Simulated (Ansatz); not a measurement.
The system is TePt.

```
Pt Te
1.0
     3.95488    0.00000    0.00000
    -1.97744    3.42502    0.00000
     0.00000    0.00000    3.85976
Pt Te
1 1
Direct
  0.00000 0.00000 0.00000
  0.66667 0.33333 0.50000
```

Measurements of this composition are mostly on another form, of space group No. 166.

- Program: Ansatz 0.2.0
- Task: relaxation of cell and atoms
- Functional: r2SCAN
- Dispersion: D3(BJ)
- Potentials or basis: Ansatz PAW
- Cutoff: 500 eV (not typed: the program's choice for these potentials)
- k mesh: 8 × 8 × 7
- Occupations: fermi-dirac, width 0.05 eV
- Spin: no spin polarisation

At the start: volume 26.14 Å³/atom.

Task: How do energy, volume and symmetry change on relaxing?

Result: It ends after 7 steps and the volume is 21.78 Å³/atom (-16.7 %); space group P-6m2 (No. 187, to 0.05 Å).

The path:
| step | energy change (eV) | largest force (eV/Å) | volume (Å³) |
| --- | --- | --- | --- |
| 1 | 0.0000 | 0.0000 | 52.28 |
| 2 | -0.4409 | 0.0000 | 46.38 |
| 3 | -0.4979 | 0.0000 | 41.78 |
| 4 | -0.5248 | 0.0000 | 43.72 |
| 5 | -0.5256 | 0.0000 | 43.57 |
| 6 | -0.5256 | 0.0000 | 43.57 |
| 7 | -0.5245 | 0.0000 | 43.57 |

Final structure:
```xyz
2
Lattice="3.8012 0.0000 0.0000 -1.9006 3.2920 0.0000 0.0000 0.0000 3.4814" Properties=species:S:1:pos:R:3 pbc="T T T"
Pt    0.0000    0.0000    0.0000
Te    1.9006    1.0973    1.7407
```

Caveat: the volume moved by over 15 % at a fixed basis, so the end points are rough; the plane-wave basis is chosen anew once the cell has moved, so the energies of steps on either side of that aren't comparable; pairwise dispersion overbinds metals, which lowers pressure and volume; the PAW data sets come from PBE, with cores solved anew for the run's functional, which leaves a small shift of forces and pressure; the dispersion damping was fitted for another functional or another form of the correction.
